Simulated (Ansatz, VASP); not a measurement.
**Si in VASP and in Ansatz**

```
Si
1.0
     1.41833    0.81887    6.30982
    -1.41833    0.81887    6.30982
     0.00000   -1.63774    6.30982
Si
3
Direct
  0.00000 0.00000 0.00000
  0.22371 0.22371 0.22371
  0.77629 0.77629 0.77629
```

Alike in both runs: functional PBE; k mesh 6 × 6 × 6; occupations gaussian, width 0.1 eV; no spin polarisation.

Ansatz relaxed the structure, and its values are those at the end. VASP's run is a single point on that final structure, the one shown.

|  | VASP | Ansatz |
| --- | --- | --- |
| version | VASP 6.6.1 | Ansatz 0.2.0 |
| potentials or method | VASP PAW PBE potentials, release 64 (Si) | scalar-relativistic, plane waves, PAW |
| plane-wave cutoff (eV) | 520 | 420 |
| valence electrons in the cell | 12 | 12 |

```csv
,VASP,Ansatz,Ansatz less VASP
gap on the k mesh at the Fermi level (eV),none,none,-
pressure (GPa),0.0,0.0,+0.03
```

A gap of «none» marks a metal or a gap that the smearing closes.

Caveats: the k mesh is coarse (spacing up to 0.43 Å⁻¹), so the values aren't converged.
